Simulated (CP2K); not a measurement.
KCl under changes of volume

One of the cells (28.294 Å³/atom); the others are scaled copies at fixed shape and fractional positions:

```
CELL_PARAMETERS angstrom
3.83920 0.00000 0.00000
0.00000 3.83920 0.00000
0.00000 0.00000 3.83920
ATOMIC_POSITIONS crystal
K 0.00000 0.00000 0.00000
Cl 0.50000 0.50000 0.50000
```

Measurements of this composition are mostly on another form, of space group No. 225.

- Program: CP2K 2026.2
- Functional: PBE
- Potentials or basis: POTENTIAL_UZH K GTH-PBE-q9, Cl GTH-PBE-q7; TZVP-MOLOPT-PBE-GTH basis
- Density cutoff: 6123 eV
- k mesh: 7 × 7 × 7
- Occupations: fermi-dirac, width 0.05 eV
- Spin: no spin polarisation

| volume (Å³/atom) | energy over the lowest point (meV/atom) | pressure (GPa) | gap on the mesh (eV) |
| --- | --- | --- | --- |
| 26.596 | ? | ? | ? |
| 27.162 | 2.63 | 0.8 | 4.97 |
| 27.728 | 0.57 | 0.4 | 4.88 |
| 28.294 | 0.00 | 0.0 | 4.79 |
| 28.860 | 0.77 | -0.4 | 4.71 |
| 29.426 | 2.72 | -0.7 | 4.63 |
| 29.991 | 5.72 | -1.0 | 4.56 |

Task: What does the run at 26.596 Å³/atom give?

Result: Energy over the lowest point 6.35 meV/atom; pressure 1.3 GPa; gap on the mesh 5.07 eV.

Worked out: A Birch-Murnaghan fit of order 3 (a polynomial in V^(-2/3)) to the other rows has its minimum at 28.24 Å³/atom with B0 = V·E''(V) = 19.0 GPa and B' = 4.8. It gives 6.38 meV/atom at 26.596 Å³/atom, against the run's 6.35, and -dE/dV = 1.3 GPa, against 1.3. A straight line through the other rows of the gap, of slope -4.15 eV per unit of ln V, extrapolates to 5.05 eV, against the run's 5.07.

Energies are extrapolated to zero smearing.

Caveats: an odd mesh through Γ misses points on the zone boundary, where band edges often lie; the basis of atomic orbitals isn't converged, which shifts pressures, moduli and gaps.
